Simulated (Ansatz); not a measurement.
Runs of Ansatz 0.2.0 on Ti. Symmetry: Fm-3m, No. 225, cubic system. The conventional cell has a = 4.060 Å, b = 4.060 Å, c = 4.060 Å, α = 90.00°, β = 90.00°, γ = 90.00°. Ti (site symmetry m-3m) is surrounded by 12 Ti at 2.87 Å. This isn't the form of Ti at room conditions, which is hcp.

```tsv
level	gap on the mesh (eV)	pressure (GPa)	relaxed volume (Å³/atom)
revPBE+D3(BJ)	none	0.0	(b)
PBEsol+D3(BJ)	none	0.0	15.78
RPBE+D4	none	0.0	17.35
revPBE+D4	none	0.0	17.28
PBEsol+D4	none	0.0	16.49
RPBE+D3(BJ)	none	0.0	(a)
```

Alike in all rows: task relaxation of cell and atoms; potentials or basis Ansatz PAW; no spin polarisation; cell relaxed; k mesh 11 × 11 × 11; cutoff (eV) 420; smearing fermi-dirac 0.05 eV.

**Question.** Estimate the missing entries.

**Answer.** (a) 12.87; (b) 15.97.

Caveats: the plane-wave basis is chosen anew once the cell has moved, so the energies of steps on either side of that aren't comparable; pairwise dispersion overbinds metals, which lowers pressure and volume; the PAW data sets come from PBE, with cores solved anew for the run's functional, which leaves a small shift of forces and pressure; the volume moved by over 15 % at a fixed basis, so the end points are rough (some runs); the volume moved by -23 % from the deposited cell, more than functionals usually miss (some runs).

A gap of «none» marks a metal or a gap under the smearing width.

Runs at the PBE level aren't shown here.
